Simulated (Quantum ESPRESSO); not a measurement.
# Nb4C3 under changes of volume

One of the cells (12.766 Å³/atom); the others are scaled copies at fixed shape and fractional positions:

```
CELL_PARAMETERS angstrom
4.47077 0.00000 0.00000
0.00000 4.47077 0.00000
0.00000 0.00000 4.47077
ATOMIC_POSITIONS crystal
Nb 0.50000 0.50000 0.50000
Nb 0.50000 0.00000 0.00000
Nb 0.00000 0.00000 0.50000
Nb 0.00000 0.50000 0.00000
C 0.00000 0.50000 0.50000
C 0.50000 0.50000 0.00000
C 0.50000 0.00000 0.50000
```

The cell comes from a database or a generator and needn't be the stable form of this composition.

```yaml
Program: Quantum ESPRESSO 7.5
Functional: PBEsol
Potentials_or_basis: GBRV 1.5 PBEsol
Cutoff: 612 eV
Density_cutoff: 4898 eV
k_mesh: 6 × 6 × 6
Occupations: fermi-dirac, width 0.05 eV
Spin: no spin polarisation
```

| volume (Å³/atom) | energy over the lowest point (meV/atom) | pressure (GPa) |
| --- | --- | --- |
| 12.000 | ? | ? |
| 12.255 | 0.00 | 0.2 |
| 12.510 | 3.75 | -5.4 |
| 12.766 | 16.10 | -10.5 |
| 13.021 | 36.13 | -15.1 |
| 13.276 | 63.10 | -19.2 |
| 13.532 | 96.28 | -22.9 |

Question: What does the run at 12.000 Å³/atom give?

Answer: Energy over the lowest point 5.90 meV/atom; pressure 6.6 GPa.

Worked out: A Birch-Murnaghan fit of order 3 (a polynomial in V^(-2/3)) to the other rows has its minimum at 12.28 Å³/atom with B0 = V·E''(V) = 287 GPa and B' = 4.4. It gives 5.89 meV/atom at 12.000 Å³/atom, against the run's 5.90, and -dE/dV = 6.9 GPa, against 6.6.

Energies are extrapolated to zero smearing.
